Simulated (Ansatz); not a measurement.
# Hf (P6_3/mmc) in Ansatz: relaxation of cell and atoms with RPBE

Aim: the relaxation of cell and atoms of Hf with RPBE.

All numbers are computed with Ansatz 0.2.0; they aren't measurements. Logs are shortened: lines on timing, memory, paths and dates and some standing lists are left out, and cuts for length are marked.

## (1) The crystal as given

It takes space group P6_3/mmc (No. 194, hexagonal). The conventional cell has a = 3.197 Å, b = 3.197 Å, c = 5.058 Å, α = 90.00°, β = 90.00°, γ = 120.00°. Hf (site symmetry -6m2) has 12 Hf at 3.13 to 3.20 Å as nearest neighbours.

## (2) Relaxation of cell and atoms, RPBE

input.yaml

```yaml
crystal:
  lattice:
    - [3.1967, 0.0, 0.0]
    - [-1.59835, 2.7684234083, 0.0]
    - [0.0, 0.0, 5.0578]
  atoms:
    - { symbol: Hf, position: [0.6666666667, 0.3333333333, 0.75] }
    - { symbol: Hf, position: [0.3333333333, 0.6666666667, 0.25] }
kpoints:
  mp_grid: { grid: [10, 10, 5] }
scf:
  occupations: { method: fermi_dirac, width: 0.05 }
hamiltonian:
  xc: rpbe
  pseudopotentials: { kind: all_electron, lapw: { basis_error: 0.001 } }
output:
  forces: true
  stress: true
relax:
  f_tol: 0.01
  max_steps: 60
  cell: {}
```

Potentials or basis: all-electron LAPW, scalar-relativistic.

Command:

```sh
> ansatz run input.yaml --threads 1 --pin off --max-ram 3072MiB --backend cpu --events-out ev --progress --plain --runs-dir out
```

Standard output:

```text
Warning: RAYON_NUM_THREADS=1 ignored (pool sized by the plan → 1); use --threads N
The last accepted step is kept in <dir> (removed where the run ends without a failure and the disk answers)
LAPW: plane waves up to 7.772 Å⁻¹, error target 1.0e-3 eV per atom; small_component_spin mean_spin; Hf in spheres of 1.518 Å, 36 of its electrons in bands, Dirac shells [] (how accurate: hamiltonian.pseudopotentials.lapw.basis_error, Limitations)
Engine: ansatz 0.2.0, aarch64-unknown-linux-gnu
Pseudopotentials: kind: all_electron
Pseudopotential: Hf, LAPW, valence charge 36, lapw/all_electron/scalar/gaussian/Hf, Koelling and Harmon's equation, gaussian nucleus
Functional definition: RPBE
  parameter kappa = 0.804
  parameter beta = 0.06672455060314922
  exchange = rpbe_x(kappa = kappa, mu = beta*pi^2/3)
  correlation = pbe_c(beta = beta)
Crystal: 2 atoms, lattice volume = 44.761 Å³
Basis set: ecut = 230.12477140410658 eV, 337 PW (Γ), exchange–correlation at level 2
Bands: 44, of which v1, the nominal top of the filled ones, is band 36 counted from 1 (35 counted from 0)
Symmetry: 24 space group operations
Space group: P63/mmc (ITA 194), of the structure as read, at distance tolerance 3.6e-5 Å
k-points: 42 of 500
Non-local potential: Hf, projectors of the file, none
Initial density: superposition of atomic densities (chi_scale 0.1, normalization cell)
Initial wavefunctions: plane waves of lowest kinetic energy (no species holds an atomic orbital)
Functional: x = rpbe, c = pbe(β = 0.06672455060314922)
iter 1 solved again at ethr=3.63e-4 eV; its pass at ethr=1.00e-1 eV (dr2=2.61e-1 eV) is discarded
SCF iter   1: F=—  HF=-820525.558409 eV  |F-HF|=—  |Δ(HF+E_count)|=         —  Δρ=2.53e-2  dr2=2.62e-1  ethr=3.63e-4  ⟨swp⟩=2.4  Hψ=11378  notcnv=0
preconditioner: auto → Kerker (q_TF=auto, 2.953 Å⁻¹)  [metal: Δε(μ)=0.045 eV  Ē_g=17.966 eV  σ=0.050 eV  W_gap=0.22  n_scr=22 (ndim 8)  ℏωp=38.5 eV  f_vac=0.000  D(μ)=1.36/eV (n_scr^D=8)]
SCF iter   2: F=—  HF=-820525.384487 eV  |F-HF|=—  |Δ(HF+E_count)|=   1.74e-1  Δρ=1.58e-2  dr2=1.16e-1  ethr=3.63e-4  ⟨swp⟩=2.0  Hψ=5838  notcnv=0
SCF iter   3: F=—  HF=-820525.358522 eV  |F-HF|=—  |Δ(HF+E_count)|=   2.60e-2  Δρ=1.14e-2  dr2=6.39e-2  ethr=1.61e-4  ⟨swp⟩=2.0  Hψ=5512  notcnv=0
SCF iter   4: F=—  HF=-820525.338804 eV  |F-HF|=—  |Δ(HF+E_count)|=   1.97e-2  Δρ=5.93e-3  dr2=1.93e-2  ethr=8.88e-5  ⟨swp⟩=2.0  Hψ=5183  notcnv=0
iter 5 solved again at ethr=1.26e-6 eV; its pass at ethr=2.68e-5 eV (dr2=9.10e-4 eV) is discarded
SCF iter   5: F=—  HF=-820525.339141 eV  |F-HF|=—  |Δ(HF+E_count)|=         —  Δρ=1.27e-3  dr2=9.09e-4  ethr=1.26e-6  ⟨swp⟩=2.0  Hψ=9274  notcnv=0
the basis was enlarged: its passes take 268.6 KiB over the memory plan, 1 of 1 planned eigensolver slots
SCF iter   6: F=—  HF=-820525.339284 eV  |F-HF|=—  |Δ(HF+E_count)|=   1.44e-4  Δρ=3.97e-4  dr2=7.56e-5  ethr=1.26e-6  ⟨swp⟩=2.0  Hψ=5519  notcnv=0
SCF iter   7: F=—  HF=-820525.339282 eV  |F-HF|=—  |Δ(HF+E_count)|=   2.57e-6  Δρ=1.03e-4  dr2=6.44e-6  ethr=1.05e-7  ⟨swp⟩=2.0  Hψ=5519  notcnv=0
SCF iter   8: F=—  HF=-820525.339281 eV  |F-HF|=—  |Δ(HF+E_count)|=   9.27e-7  Δρ=2.79e-5  dr2=4.80e-7  ethr=8.95e-9  ⟨swp⟩=2.0  Hψ=5520  notcnv=0
SCF iter   9: F=-820525.339281 eV  HF=-820525.339281 eV  |F-HF|=1.49e-8  |Δ(HF+E_count)|=   5.74e-8  Δρ=1.01e-5  dr2=5.08e-8  ethr=6.66e-10  ⟨swp⟩=2.0  Hψ=5519  notcnv=0
SCF 1 converged in 9 iterations: F = -820525.339281 eV  dr2 = 5.08e-8
relax step   1: F+E_penalty+E_count = -820525.33928091 eV  Δ(F+E_penalty+E_count) = +0.000e0 eV  max|allowed force component| = 5.644e-16 eV/Å  Δτ_max = 0.0000 Å  P = +3.476 GPa  Ω = 44.761 Å³  (9 SCF iters, accepted)
Crystal: 2 atoms, lattice volume = 48.344 Å³
Basis set: ecut = 218.60754602317414 eV, 337 PW (Γ), exchange–correlation at level 2
Initial density: handed on by an earlier stage of this run
Initial wavefunctions: those handed on with the density
iter 1 solved again at ethr=1.58e-6 eV; its pass at ethr=1.00e-1 eV (dr2=1.13e-3 eV) is discarded
SCF iter   1: F=—  HF=-820525.328965 eV  |F-HF|=—  |Δ(HF+E_count)|=         —  Δρ=1.70e-3  dr2=1.19e-3  ethr=1.58e-6  ⟨swp⟩=4.1  Hψ=10251  notcnv=0
preconditioner: auto → Kerker (q_TF=auto, 2.916 Å⁻¹)  [metal: Δε(μ)=0.014 eV  Ē_g=18.449 eV  σ=0.050 eV  W_gap=0.07  n_scr=22 (ndim 8)  ℏωp=37.0 eV  f_vac=0.000  D(μ)=1.76/eV (n_scr^D=22)]
SCF iter   2: F=—  HF=-820525.327435 eV  |F-HF|=—  |Δ(HF+E_count)|=   1.53e-3  Δρ=9.75e-4  dr2=4.66e-4  ethr=1.58e-6  ⟨swp⟩=2.0  Hψ=5521  notcnv=0
SCF iter   3: F=—  HF=-820525.327212 eV  |F-HF|=—  |Δ(HF+E_count)|=   2.23e-4  Δρ=4.03e-4  dr2=1.06e-4  ethr=6.48e-7  ⟨swp⟩=2.0  Hψ=5523  notcnv=0
SCF iter   4: F=—  HF=-820525.327185 eV  |F-HF|=—  |Δ(HF+E_count)|=   2.71e-5  Δρ=3.18e-4  dr2=6.82e-5  ethr=1.47e-7  ⟨swp⟩=2.0  Hψ=5521  notcnv=0
SCF iter   5: F=—  HF=-820525.327177 eV  |F-HF|=—  |Δ(HF+E_count)|=   8.06e-6  Δρ=1.71e-4  dr2=2.09e-5  ethr=9.47e-8  ⟨swp⟩=2.0  Hψ=5521  notcnv=0
iter 6 solved again at ethr=1.49e-9 eV; its pass at ethr=2.91e-8 eV (dr2=1.07e-6 eV) is discarded
SCF iter   6: F=—  HF=-820525.327178 eV  |F-HF|=—  |Δ(HF+E_count)|=   1.25e-6  Δρ=3.88e-5  dr2=1.07e-6  ethr=1.49e-9  ⟨swp⟩=2.0  Hψ=9278  notcnv=0
SCF iter   7: F=-820525.327178 eV  HF=-820525.327178 eV  |F-HF|=8.50e-9  |Δ(HF+E_count)|=   1.82e-8  Δρ=8.24e-6  dr2=3.81e-8  ethr=1.49e-9  ⟨swp⟩=2.0  Hψ=5521  notcnv=0
SCF 2 converged in 7 iterations: F = -820525.327178 eV  dr2 = 3.81e-8
relax step   2: F+E_penalty+E_count = -820525.32717836 eV  Δ(F+E_penalty+E_count) = +1.210e-2 eV  max|allowed force component| = 1.943e-16 eV/Å  Δτ_max = 0.0000 Å  P = -4.119 GPa  Ω = 48.344 Å³  (7 SCF iters, rejected (line search))
Crystal: 2 atoms, lattice volume = 46.334 Å³
Basis set: ecut = 224.88429888163387 eV, 337 PW (Γ), exchange–correlation at level 2
iter 1 solved again at ethr=4.93e-7 eV; its pass at ethr=1.00e-1 eV (dr2=3.55e-4 eV) is discarded
SCF iter   1: F=—  HF=-820525.355655 eV  |F-HF|=—  |Δ(HF+E_count)|=         —  Δρ=9.84e-4  dr2=3.71e-4  ethr=4.93e-7  ⟨swp⟩=4.2  Hψ=10226  notcnv=0
preconditioner: auto → Kerker (q_TF=auto, 2.936 Å⁻¹)  [metal: Δε(μ)=0.051 eV  Ē_g=18.542 eV  σ=0.050 eV  W_gap=0.25  n_scr=22 (ndim 8)  ℏωp=37.8 eV  f_vac=0.000  D(μ)=1.47/eV (n_scr^D=8)]
SCF iter   2: F=—  HF=-820525.355130 eV  |F-HF|=—  |Δ(HF+E_count)|=   5.25e-4  Δρ=5.60e-4  dr2=1.44e-4  ethr=4.93e-7  ⟨swp⟩=2.0  Hψ=5521  notcnv=0
SCF iter   3: F=—  HF=-820525.355047 eV  |F-HF|=—  |Δ(HF+E_count)|=   8.29e-5  Δρ=2.32e-4  dr2=3.28e-5  ethr=1.99e-7  ⟨swp⟩=2.0  Hψ=5521  notcnv=0
SCF iter   4: F=—  HF=-820525.355050 eV  |F-HF|=—  |Δ(HF+E_count)|=   3.34e-6  Δρ=1.59e-4  dr2=1.64e-5  ethr=4.56e-8  ⟨swp⟩=2.0  Hψ=5519  notcnv=0
SCF iter   5: F=—  HF=-820525.355042 eV  |F-HF|=—  |Δ(HF+E_count)|=   7.85e-6  Δρ=8.29e-5  dr2=4.69e-6  ethr=2.27e-8  ⟨swp⟩=2.0  Hψ=5520  notcnv=0
iter 6 solved again at ethr=2.34e-10 eV; its pass at ethr=6.51e-9 eV (dr2=1.69e-7 eV) is discarded
SCF iter   6: F=—  HF=-820525.355043 eV  |F-HF|=—  |Δ(HF+E_count)|=   5.78e-7  Δρ=1.75e-5  dr2=1.69e-7  ethr=2.34e-10  ⟨swp⟩=2.0  Hψ=9276  notcnv=0
SCF iter   7: F=-820525.355043 eV  HF=-820525.355043 eV  |F-HF|=1.16e-9  |Δ(HF+E_count)|=   2.10e-9  Δρ=4.14e-6  dr2=7.60e-9  ethr=2.34e-10  ⟨swp⟩=2.0  Hψ=5520  notcnv=0
SCF 3 converged in 7 iterations: F = -820525.355043 eV  dr2 = 7.60e-9
relax step   3: F+E_penalty+E_count = -820525.35504297 eV  Δ(F+E_penalty+E_count) = -1.576e-2 eV  max|allowed force component| = 8.836e-16 eV/Å  Δτ_max = 0.0000 Å  P = -0.195 GPa  Ω = 46.334 Å³  (7 SCF iters, accepted)
Crystal: 2 atoms, lattice volume = 46.249 Å³
Basis set: ecut = 225.1596582962171 eV, 337 PW (Γ), exchange–correlation at level 2
iter 1 solved again at ethr=8.24e-11 eV; its pass at ethr=1.00e-1 eV (dr2=5.93e-8 eV) is discarded
SCF iter   1: F=—  HF=-820525.355101 eV  |F-HF|=—  |Δ(HF+E_count)|=         —  Δρ=4.12e-5  dr2=6.73e-7  ethr=8.24e-11  ⟨swp⟩=5.6  Hψ=11381  notcnv=0
eigensolver tolerance schedule calibrated: the retry pair's looser diagonalisation under-reported the residual by θ = 0.91 (0.10/decade); ethr = c·dr2/N_el runs at the constant in force after the calibration composes with the one it found (an armed cap, an earlier calibration), c = 9.9e-2
preconditioner: auto → Kerker (q_TF=auto, 2.937 Å⁻¹)  [metal: Δε(μ)=0.051 eV  Ē_g=18.534 eV  σ=0.050 eV  W_gap=0.25  n_scr=22 (ndim 8)  ℏωp=37.8 eV  f_vac=0.000  D(μ)=1.46/eV (n_scr^D=8)]
SCF iter   2: F=—  HF=-820525.355100 eV  |F-HF|=—  |Δ(HF+E_count)|=   7.57e-7  Δρ=2.39e-5  dr2=2.66e-7  ethr=8.24e-11  ⟨swp⟩=3.0  Hψ=5704  notcnv=0
SCF iter   3: F=—  HF=-820525.355100 eV  |F-HF|=—  |Δ(HF+E_count)|=   1.33e-7  Δρ=9.68e-6  dr2=5.70e-8  ethr=8.24e-11  ⟨swp⟩=3.0  Hψ=5700  notcnv=0
SCF iter   4: F=-820525.355100 eV  HF=-820525.355100 eV  |F-HF|=1.83e-8  |Δ(HF+E_count)|=   1.59e-8  Δρ=7.68e-6  dr2=3.72e-8  ethr=7.85e-11  ⟨swp⟩=2.0  Hψ=5519  notcnv=0
SCF 4 converged in 4 iterations: F = -820525.355100 eV  dr2 = 3.72e-8
relax step   4: F+E_penalty+E_count = -820525.35510019 eV  Δ(F+E_penalty+E_count) = -5.722e-5 eV  max|allowed force component| = 8.882e-16 eV/Å  Δτ_max = 0.0000 Å  P = -0.009 GPa  Ω = 46.249 Å³  (4 SCF iters, accepted)
iter 1 solved again at ethr=3.44e-11 eV; its pass at ethr=1.00e-1 eV (dr2=2.48e-8 eV) is discarded
SCF iter   1: F=—  HF=-820525.355102 eV  |F-HF|=—  |Δ(HF+E_count)|=         —  Δρ=6.18e-6  dr2=1.71e-8  ethr=3.44e-11  ⟨swp⟩=6.0  Hψ=14090  notcnv=0  reapply=30
SCF iter   2: F=-820525.355102 eV  HF=-820525.355102 eV  |F-HF|=5.47e-9  |Δ(HF+E_count)|=   6.51e-8  Δρ=4.03e-6  dr2=8.33e-9  ethr=2.37e-11  ⟨swp⟩=2.3  Hψ=5535  notcnv=0
SCF 5 converged in 2 iterations: F = -820525.355102 eV  dr2 = 8.33e-9
relax step   5: F+E_penalty+E_count = -820525.35510174 eV  Δ(F+E_penalty+E_count) = -1.551e-6 eV  max|allowed force component| = 8.882e-16 eV/Å  Δτ_max = 0.0000 Å  P = -0.009 GPa  Ω = 46.249 Å³  stress off target by 2.42e-2 GPa  SCF on the basis re-selected at this cell (its energy is not comparable with the rows above)  (2 SCF iters)
basis re-selected at this cell: Δ(F+E_penalty+E_count) = -1.551e-6 eV, ΔP = -0.000 GPa vs the last step (what re-selecting the basis moved, after the strain that the cell walked since its last selection, with what the two solves' SCF thresholds leave and, on support functions, any second-order correction that the steps lacked; it is no measure of the basis error at this ecutwfc). This SCF's stress stands 2.42e-2 GPa from its target on what of the cell is left free (relax.cell.stress_tol is 5.00e-2 GPa) and its largest allowed force component is 8.88e-16 eV/Å (relax.f_tol is 1.00e-2 eV/Å): within both
SCF converged after 2 iterations
Free energy (F): -820525.355102 eV
Harris-Foulkes:  -820525.355102 eV  (|F-HF|=5.47e-9)
Internal energy: -820525.342510 eV  (E = F + TS)
E sigma→0 (E₀):  -820525.348806 eV
Entropy (-TS):   -0.012591 eV (-6.296 meV/atom)
Fermi energy:    19.605470 eV
--- Per-component energies (eV) ---
  E_band       = -3586.235141
  E_kinetic    = 912998.649111
  E_xc         = -16854.785419
  E_electrostatic = -1716669.206202  (all electrons and nuclei)
  E_smearing   = -0.012591  (= −TS)
  E_closure    = 0.000000  (closes the sum)
  E_atoms      = -820511.496421  (free atoms, spherical and without spin; not in F)
  Σ components = -820525.355102   (vs F -820525.355102, Δ=0.00e0)
  Basis errors (estimates in eV, not in F): energy 2.3e-4 per atom: plane waves 1.9e-4 (1.0e-4 summed), levels above the bands 5.5e-46, relativity 9.7e-8, radial functions 4.1e-5, core shells 3.2e-7; eigenvalues (radial functions only) 3.6e-7; not estimated: angular momenta, meshes, grids; target (lapw.basis_error) 1.0e-3; muffin-tin radii Hf 1.535 Å
--- Forces (eV/Å), atoms counted from 1 ---
  atom   1  Hf     0.00000000    -0.00000000     0.00000000
  atom   2  Hf    -0.00000000     0.00000000     0.00000000
  max |Σ_I F_I| component: 0.00e0 eV/Å
--- Stress (GPa, compression-positive) ---
       -0.002138       0.000000       0.000000
       -0.000000      -0.002138       0.000000
        0.000000       0.000000      -0.024161
  P = ⅓ Tr σ = -0.0095 GPa (-0.095 kbar)
--- Relaxed structure (4 steps of the walk, 3 accepted, 1 SCFs on fresh bases) ---
  F+E_penalty+E_count = -820525.35510174 eV   max|allowed force component| = 8.882e-16 eV/Å   (the final SCF, on the basis selected at the relaxed cell)
  cell:  # Å, volume = 46.2493 Å³
    - [3.2355722957658077, 0.0, 0.0]
    - [-1.6177861478829039, 2.802087803914327, 1.0624815207648379e-18]
    - [0.0, 1.94111168820304e-18, 5.101200360048936]
  atoms:
    - { symbol: Hf, position: [0.6666666666666666, 0.3333333333333333, 0.7500000000000001] }
    - { symbol: Hf, position: [0.3333333333333333, 0.6666666666666666, 0.25] }
```

Wall time 60 s (1 thread of Arm Neoverse V1, shared host); peak memory 0.34 GiB.

What came out:

```yaml
Free_energy: -820525.3551 eV
Relaxed_volume: 23.12 Å³/atom
Relaxed_cell: a = 3.236 Å, b = 3.236 Å, c = 5.101 Å, α = 90.00°, β = 90.00°, γ = 120.00°
Space_group_after_relaxing_to_0.05_Å: P6_3/mmc (No. 194)
Energy_gained_by_relaxing: 7.9 meV/atom
Ionic_steps: 4
Pressure_after_relaxing: 0.0 GPa
```

The path:
```csv
step,energy change (eV),largest force (eV/Å),volume (Å³)
1,0.0000,0.0000,44.76
2,-0.0158,0.0000,46.33
3,-0.0158,0.0000,46.25
4,-0.0158,0.0000,46.25
```

Final structure:
```
CELL_PARAMETERS angstrom
3.23557 0.00000 0.00000
-1.61779 2.80209 0.00000
0.00000 0.00000 5.10120
ATOMIC_POSITIONS crystal
Hf 0.66667 0.33333 0.75000
Hf 0.33333 0.66667 0.25000
```
